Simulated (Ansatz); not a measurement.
# GaSb: the cost of one run

Method: DFT LDA, scalar-relativistic, plane waves, PAW, in Ansatz 0.2.0.

1 further run of the same task is left out (set aside as unsound or not needed).

## (1) The structure to begin with

The structure is orthorhombic, space group Immm (No. 71). Conventional cell: a = 3.152 Å, b = 5.011 Å, c = 5.608 Å, α = 90.00°, β = 90.00°, γ = 90.00°. Around Ga (site symmetry mmm) lie 6 Sb at 2.80 to 2.96 Å and 2 Ga at 3.15 Å. Around Sb (site symmetry mmm) lie 6 Ga at 2.80 to 2.96 Å and 2 Sb at 3.15 Å.

Structure file:

```xyz
2
Lattice="-1.5759 2.5055 2.8041 1.5759 -2.5055 2.8041 1.5759 2.5055 -2.8041" Properties=species:S:1:pos:R:3 pbc="T T T"
Ga    0.0000    0.0000    0.0000
Sb    0.0000    0.0000    2.8041
```

It goes back to an entry of the Materials Project, which need not be the stable form.

It is the result of an earlier relaxation at this level (volume 22.14 Å³/atom; gap on the mesh: none (metal)).

## (3) The grid

The energy is mapped over two homogeneous strains (x along [1 0 0], y along [0 1 0], z along [0 0 1] of the conventional cell).

First coordinate, strain +e along x and -e along y: 5 values from −4 to 4 %. Second coordinate, strain +e along z and -e/2 along x and y: 5 values from −15.0 %.

Nothing else is relaxed (symmetry fixes all fractional coordinates). Energies count from the relaxed crystal. Points are written as (first, second).

(The set-up runs are not shown.)

## (4) The run at (0 %, −15.0 %)

input.yaml

```yaml
crystal:
  lattice:
    - [-1.6941104322, 2.6934565387, 2.3835103098]
    - [1.6941104322, -2.6934565387, 2.3835103098]
    - [1.6941104322, 2.6934565387, -2.3835103098]
  atoms:
    - { symbol: Ga, position: [0.0, 0.0, 0.0] }
    - { symbol: Sb, position: [0.5, 0.5, 0.0] }
basis:
  ecutwfc: 420
kpoints:
  mp_grid: { grid: [16, 16, 16] }
hamiltonian:
  xc: lda
  pseudopotentials: { kind: paw, azcp: { folder: soft_1 } }
scf:
  occupations: { method: gaussian, width: 0.15 }
output:
  forces: true
  stress: true
  eigenvalues: true
  write_density: true
  write_potential: true
  elf: true
  volumetric_format: npy
```

On the command line:

```sh
$ ansatz run input.yaml --threads 2 --pin off --max-ram 4096MiB --backend cpu --events-out ev --progress --plain --runs-dir out
```

Q: Estimate wall time and peak memory on 2 threads of Arm Neoverse N1, shared host.

About 31 s, with a peak of 0.61 GiB.
